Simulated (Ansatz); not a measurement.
# Li15Ta16O48: the cost of one run

Computed with Ansatz 0.2.0 (DFT r2SCAN, scalar-relativistic, plane waves, PAW, unless a step's input says otherwise).

### 1 Starting point

Symmetry: R3, No. 146, trigonal system. Conventional cell: a = 10.308 Å, b = 10.308 Å, c = 27.566 Å, α = 90.00°, β = 90.00°, γ = 120.00°. Li (site symmetry 1) has 6 O at 2.04 to 2.31 Å as nearest neighbours. Li (site symmetry 3) has 6 O at 2.04 to 2.31 Å as nearest neighbours. Ta (site symmetry 3) has 6 O at 1.91 to 2.07 Å as nearest neighbours. Only part of the 31 independent sites is listed.

The input asks for a charge of -1 e on the cell.

As a file:

```
CELL_PARAMETERS angstrom
5.15400 2.97566 9.18867
-5.15400 2.97566 9.18867
0.00000 -5.95133 9.18867
ATOMIC_POSITIONS crystal
Li 0.14040 0.14040 0.64040
Li 0.14040 0.64040 0.14040
Li 0.14040 0.64040 0.64040
Li 0.64040 0.14040 0.14040
Li 0.64040 0.14040 0.64040
Li 0.64040 0.64040 0.14040
Li 0.64040 0.64040 0.64040
Li 0.39040 0.39040 0.39040
Li 0.39040 0.39040 0.89040
Li 0.39040 0.89040 0.39040
Li 0.39040 0.89040 0.89040
Li 0.89040 0.39040 0.39040
Li 0.89040 0.39040 0.89040
Li 0.89040 0.89040 0.39040
Li 0.89040 0.89040 0.89040
Ta 0.00045 0.00045 0.00045
Ta 0.00045 0.00045 0.50045
Ta 0.00045 0.50045 0.00045
Ta 0.00045 0.50045 0.50045
Ta 0.50045 0.00045 0.00045
Ta 0.50045 0.00045 0.50045
Ta 0.50045 0.50045 0.00045
Ta 0.50045 0.50045 0.50045
Ta 0.25045 0.25045 0.25045
Ta 0.25045 0.25045 0.75045
Ta 0.25045 0.75045 0.25045
Ta 0.25045 0.75045 0.75045
Ta 0.75045 0.25045 0.25045
Ta 0.75045 0.25045 0.75045
Ta 0.75045 0.75045 0.25045
Ta 0.75045 0.75045 0.75045
O 0.05964 0.18185 0.36322
O 0.05964 0.18185 0.86321
O 0.05964 0.68185 0.36322
O 0.05964 0.68185 0.86321
O 0.55963 0.18185 0.36322
O 0.55963 0.18185 0.86321
O 0.55963 0.68185 0.36322
O 0.55963 0.68185 0.86321
O 0.36322 0.05964 0.18185
O 0.36322 0.05964 0.68185
O 0.36322 0.55963 0.18185
O 0.36322 0.55963 0.68185
O 0.86321 0.05964 0.18185
O 0.86321 0.05964 0.68185
O 0.86321 0.55963 0.18185
O 0.86321 0.55963 0.68185
O 0.18185 0.36322 0.05964
O 0.18185 0.36322 0.55963
O 0.18185 0.86321 0.05964
O 0.18185 0.86321 0.55963
O 0.68185 0.36322 0.05964
O 0.68185 0.36322 0.55963
O 0.68185 0.86321 0.05964
O 0.68185 0.86321 0.55963
O 0.11321 0.43185 0.30963
O 0.11321 0.43185 0.80963
O 0.11321 0.93185 0.30963
O 0.11321 0.93185 0.80963
O 0.61321 0.43185 0.30963
O 0.61321 0.43185 0.80963
O 0.61321 0.93185 0.30963
O 0.61321 0.93185 0.80963
O 0.43185 0.30963 0.11321
O 0.43185 0.30963 0.61321
O 0.43185 0.80963 0.11321
O 0.43185 0.80963 0.61321
O 0.93185 0.30963 0.11321
O 0.93185 0.30963 0.61321
O 0.93185 0.80963 0.11321
O 0.93185 0.80963 0.61321
O 0.30963 0.11321 0.43185
O 0.30963 0.11321 0.93185
O 0.30963 0.61321 0.43185
O 0.30963 0.61321 0.93185
O 0.80963 0.11321 0.43185
O 0.80963 0.11321 0.93185
O 0.80963 0.61321 0.43185
O 0.80963 0.61321 0.93185
```

The structure rests on a cell from the Crystallography Open Database, changed: 1 atom is removed.

### 2 Relaxing the atoms: Li15Ta16O48 defect cell, no spin, charge -1

input.yaml reads:

```yaml
crystal:
  lattice:
    - [5.154, 2.9756632874, 9.1886666666]
    - [-5.154, 2.9756632874, 9.1886666666]
    - [0.0, -5.9513265748, 9.1886666666]
  atoms:
    - { symbol: Li, position: [0.1404, 0.1404, 0.6404] }
    - { symbol: Li, position: [0.1404, 0.6404, 0.1404] }
    - { symbol: Li, position: [0.1404, 0.6404, 0.6404] }
    - { symbol: Li, position: [0.6404, 0.1404, 0.1404] }
    - { symbol: Li, position: [0.6404, 0.1404, 0.6404] }
    - { symbol: Li, position: [0.6404, 0.6404, 0.1404] }
    - { symbol: Li, position: [0.6404, 0.6404, 0.6404] }
    - { symbol: Li, position: [0.3904, 0.3904, 0.3904] }
    - { symbol: Li, position: [0.3904, 0.3904, 0.8904] }
    - { symbol: Li, position: [0.3904, 0.8904, 0.3904] }
    - { symbol: Li, position: [0.3904, 0.8904, 0.8904] }
    - { symbol: Li, position: [0.8904, 0.3904, 0.3904] }
    - { symbol: Li, position: [0.8904, 0.3904, 0.8904] }
    - { symbol: Li, position: [0.8904, 0.8904, 0.3904] }
    - { symbol: Li, position: [0.8904, 0.8904, 0.8904] }
    - { symbol: Ta, position: [0.00045, 0.00045, 0.00045] }
    - { symbol: Ta, position: [0.00045, 0.00045, 0.50045] }
    - { symbol: Ta, position: [0.00045, 0.50045, 0.00045] }
    - { symbol: Ta, position: [0.00045, 0.50045, 0.50045] }
    - { symbol: Ta, position: [0.50045, 0.00045, 0.00045] }
    - { symbol: Ta, position: [0.50045, 0.00045, 0.50045] }
    - { symbol: Ta, position: [0.50045, 0.50045, 0.00045] }
    - { symbol: Ta, position: [0.50045, 0.50045, 0.50045] }
    - { symbol: Ta, position: [0.25045, 0.25045, 0.25045] }
    - { symbol: Ta, position: [0.25045, 0.25045, 0.75045] }
    - { symbol: Ta, position: [0.25045, 0.75045, 0.25045] }
    - { symbol: Ta, position: [0.25045, 0.75045, 0.75045] }
    - { symbol: Ta, position: [0.75045, 0.25045, 0.25045] }
    - { symbol: Ta, position: [0.75045, 0.25045, 0.75045] }
    - { symbol: Ta, position: [0.75045, 0.75045, 0.25045] }
    - { symbol: Ta, position: [0.75045, 0.75045, 0.75045] }
    - { symbol: O, position: [0.059635, 0.18185, 0.363215] }
    - { symbol: O, position: [0.059635, 0.18185, 0.863215] }
    - { symbol: O, position: [0.059635, 0.68185, 0.363215] }
    - { symbol: O, position: [0.059635, 0.68185, 0.863215] }
    - { symbol: O, position: [0.559635, 0.18185, 0.363215] }
    - { symbol: O, position: [0.559635, 0.18185, 0.863215] }
    - { symbol: O, position: [0.559635, 0.68185, 0.363215] }
    - { symbol: O, position: [0.559635, 0.68185, 0.863215] }
    - { symbol: O, position: [0.363215, 0.059635, 0.18185] }
    - { symbol: O, position: [0.363215, 0.059635, 0.68185] }
    - { symbol: O, position: [0.363215, 0.559635, 0.18185] }
    - { symbol: O, position: [0.363215, 0.559635, 0.68185] }
    - { symbol: O, position: [0.863215, 0.059635, 0.18185] }
    - { symbol: O, position: [0.863215, 0.059635, 0.68185] }
    - { symbol: O, position: [0.863215, 0.559635, 0.18185] }
    - { symbol: O, position: [0.863215, 0.559635, 0.68185] }
    - { symbol: O, position: [0.18185, 0.363215, 0.059635] }
    - { symbol: O, position: [0.18185, 0.363215, 0.559635] }
    - { symbol: O, position: [0.18185, 0.863215, 0.059635] }
    - { symbol: O, position: [0.18185, 0.863215, 0.559635] }
    - { symbol: O, position: [0.68185, 0.363215, 0.059635] }
    - { symbol: O, position: [0.68185, 0.363215, 0.559635] }
    - { symbol: O, position: [0.68185, 0.863215, 0.059635] }
    - { symbol: O, position: [0.68185, 0.863215, 0.559635] }
    - { symbol: O, position: [0.113215, 0.43185, 0.309635] }
    - { symbol: O, position: [0.113215, 0.43185, 0.809635] }
    - { symbol: O, position: [0.113215, 0.93185, 0.309635] }
    - { symbol: O, position: [0.113215, 0.93185, 0.809635] }
    - { symbol: O, position: [0.613215, 0.43185, 0.309635] }
    - { symbol: O, position: [0.613215, 0.43185, 0.809635] }
    - { symbol: O, position: [0.613215, 0.93185, 0.309635] }
    - { symbol: O, position: [0.613215, 0.93185, 0.809635] }
    - { symbol: O, position: [0.43185, 0.309635, 0.113215] }
    - { symbol: O, position: [0.43185, 0.309635, 0.613215] }
    - { symbol: O, position: [0.43185, 0.809635, 0.113215] }
    - { symbol: O, position: [0.43185, 0.809635, 0.613215] }
    - { symbol: O, position: [0.93185, 0.309635, 0.113215] }
    - { symbol: O, position: [0.93185, 0.309635, 0.613215] }
    - { symbol: O, position: [0.93185, 0.809635, 0.113215] }
    - { symbol: O, position: [0.93185, 0.809635, 0.613215] }
    - { symbol: O, position: [0.309635, 0.113215, 0.43185] }
    - { symbol: O, position: [0.309635, 0.113215, 0.93185] }
    - { symbol: O, position: [0.309635, 0.613215, 0.43185] }
    - { symbol: O, position: [0.309635, 0.613215, 0.93185] }
    - { symbol: O, position: [0.809635, 0.113215, 0.43185] }
    - { symbol: O, position: [0.809635, 0.113215, 0.93185] }
    - { symbol: O, position: [0.809635, 0.613215, 0.43185] }
    - { symbol: O, position: [0.809635, 0.613215, 0.93185] }
total_charge: -1
scf:
  occupations: { method: gaussian, width: 0.02 }
output:
  forces: true
  stress: false
  eigenvalues: true
hamiltonian:
  xc: r2scan
kpoints:
  mp_grid: { grid: [1, 1, 1] }
relax:
  f_tol: 0.02
  adjacent_minimum: "off"
```

On the command line:

```console
$ ansatz run input.yaml --threads 8 --pin off --max-ram 16384MiB --backend cpu --events-out ev --progress --plain --runs-dir out
```

Q: Estimate wall time and peak memory on 8 threads of Intel Xeon Platinum 8488C (Sapphire Rapids), shared host.

About 80 s, with a peak of 3 GiB.
